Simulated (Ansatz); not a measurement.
Structure: SiO2 (from a published structure), at its r2SCAN minimum. Space group P4_12_12 (No. 92), tetragonal; conventional cell a = 4.979 Å, c = 6.915 Å, 14.29 Å³ an atom. Si has 4 O at 1.61 Å; O has 2 Si at 1.61 Å.

```
Si O
1.0
     4.97917    0.00000    0.00000
     0.00000    4.97917    0.00000
     0.00000    0.00000    6.91487
Si O
4 8
Direct
  0.30246 0.30246 0.00000
  0.19754 0.80246 0.25000
  0.69754 0.69754 0.50000
  0.80246 0.19754 0.75000
  0.23817 0.10927 0.18146
  0.39073 0.73817 0.43146
  0.76183 0.89073 0.68146
  0.60927 0.26183 0.93146
  0.73817 0.39073 0.56854
  0.89073 0.76183 0.31854
  0.26183 0.60927 0.06854
  0.10927 0.23817 0.81854
```

The questions ask for values computed with Ansatz on this geometry. No spin polarisation; the structure comes from an open crystallographic database, the properties from the calculation.

Q: What gap does PBE give, and where are the band edges?

A: The PBE gap is direct at Γ: 5.73 eV.

Q: What does LDA give for the gap (6×6×4 mesh)?

A: The LDA gap is direct at Γ: 5.48 eV. The gap differs by -0.25 eV from PBE's.

Q: Estimate the gap with HSE06 on 4×4×2.

A: With HSE06 the gap is 7.51 eV and direct, at Γ. The gap differs by +1.78 eV from PBE's.

Q: Estimate the gap with DDH-PBE0 on 4×4×2.

A: The DDH-PBE0 gap is direct at Γ: 10.24 eV. The share of exact exchange is 0.438. The gap differs by +4.51 eV from PBE's.

Q: What does PBE0 give for the gap (4×4×2 mesh)?

A: PBE0 gives a direct gap of 8.28 eV at Γ. The gap differs by +2.55 eV from PBE's.

Q: Roughly how does the cost of the r2SCAN0 run (4×4×2) compare with r2SCAN's (6×6×4)?

A: About 7 times as much (7 core-minutes against 60 core-seconds, on 4 threads of Arm Neoverse V1 (shared host)).

Q: Relaxed again with PBEsol, is the cell stable at the zone centre, and where do its optical modes lie?

A: The zone-centre optical frequencies run from 36 to 1177 cm⁻¹, none imaginary (the rest of the zone wasn't tested). With the long-range field the highest mode reaches 1219 cm⁻¹.

The meshes of the hybrids are coarse, so their gaps aren't converged to the digits shown.
